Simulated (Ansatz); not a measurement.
# NaBe4H8: the cost of one run

Computed with Ansatz 0.2.0 (DFT PBE, scalar-relativistic, plane waves, PAW, unless a step's input says otherwise).

**1. The system as given**

It takes space group C2 (No. 5, monoclinic). The conventional cell has a = 6.030 Å, b = 9.471 Å, c = 3.898 Å, α = 90.00°, β = 113.90°, γ = 90.00°. Na (site symmetry 2) is surrounded by 9 H at 2.63 to 2.95 Å and 6 Be at 2.85 to 2.96 Å. Be (site symmetry 1) is surrounded by 4 H at 1.13 to 1.26 Å. Be (site symmetry 2) is surrounded by 4 H at 1.21 to 1.23 Å. Be (site symmetry 2) has 4 H at 1.15 to 1.21 Å as nearest neighbours. H (site symmetry 1) has 2 Be at 1.23 Å as nearest neighbours. H (site symmetry 2) has 2 Be at 1.13 Å and 2 H at 1.15 Å as nearest neighbours. H (site symmetry 2) has 2 Be at 1.26 Å as nearest neighbours. H (site symmetry 1) is surrounded by 2 H at 1.13 to 1.15 Å and 2 Be at 1.15 Å. Only part of the 9 independent sites is listed.

Coordinates:

```cif
data_structure
_symmetry_space_group_name_H-M 'P 1'
_symmetry_Int_Tables_number 1
_cell_length_a 5.6138
_cell_length_b 5.6138
_cell_length_c 3.8978
_cell_angle_alpha 102.567
_cell_angle_beta 102.567
_cell_angle_gamma 115.034
_cell_volume 101.76
loop_
_atom_site_label
_atom_site_type_symbol
_atom_site_fract_x
_atom_site_fract_y
_atom_site_fract_z
_atom_site_occupancy
Na1 Na 0.41670 0.58330 0.00000 1
Be1 Be 0.81876 0.43041 0.80796 1
Be2 Be 0.05614 0.94386 0.00000 1
Be3 Be 0.56959 0.18124 0.19204 1
Be4 Be 0.90460 0.09540 0.50000 1
H1 H 0.93745 0.68713 0.90398 1
H2 H 0.69418 0.30582 0.50000 1
H3 H 0.69418 0.30582 0.00000 1
H4 H 0.86168 0.26290 0.65398 1
H5 H 0.31287 0.06255 0.09602 1
H6 H 0.98037 0.01963 0.75000 1
H7 H 0.98037 0.01963 0.25000 1
H8 H 0.73710 0.13832 0.34602 1
```

A structure generator made this guess: 4-connected net, bridging atoms on its edges, guests in its cages (C2, No. 5). Lengths come from tabulated atomic sizes and are only a guess.

**2. The guess as it stands, on a coarse mesh**

Input file input.yaml:

```yaml
crystal:
  lattice:
    - [3.01492033, -4.73555517, 0.0]
    - [3.01492033, 4.73555517, 0.0]
    - [-1.57914174, 0.0, 3.56355689]
  atoms:
    - { symbol: Na, position: [0.4167, 0.5833, 0.0] }
    - { symbol: Be, position: [0.81875929, 0.43040532, 0.80796374] }
    - { symbol: Be, position: [0.05614158, 0.94385842, 0.0] }
    - { symbol: Be, position: [0.56959468, 0.18124071, 0.19203626] }
    - { symbol: Be, position: [0.90459953, 0.09540047, 0.5] }
    - { symbol: H, position: [0.93745043, 0.68713187, 0.90398187] }
    - { symbol: H, position: [0.69417699, 0.30582301, 0.5] }
    - { symbol: H, position: [0.69417699, 0.30582301, 0.0] }
    - { symbol: H, position: [0.86167941, 0.26290289, 0.65398187] }
    - { symbol: H, position: [0.31286813, 0.06254957, 0.09601813] }
    - { symbol: H, position: [0.98037055, 0.01962945, 0.75] }
    - { symbol: H, position: [0.98037055, 0.01962945, 0.25] }
    - { symbol: H, position: [0.73709711, 0.13832059, 0.34601813] }
basis:
  ecutwfc: 420
kpoints:
  mp_grid: { grid: [4, 4, 6] }
hamiltonian:
  xc: pbe
scf:
  occupations: { method: gaussian, width: 0.1 }
  lower_state_search: "off"
output:
  forces: true
  stress: true
  eigenvalues: true
```

The run is started by

```bash
$ ansatz run input.yaml --threads 1 --pin off --max-ram 2560MiB --backend cpu --events-out ev --progress --plain --runs-dir out
```

Q: Estimate wall time and peak memory on 1 thread of Arm Neoverse V1, shared host.

About 9.4 s, with a peak of 0.34 GiB.
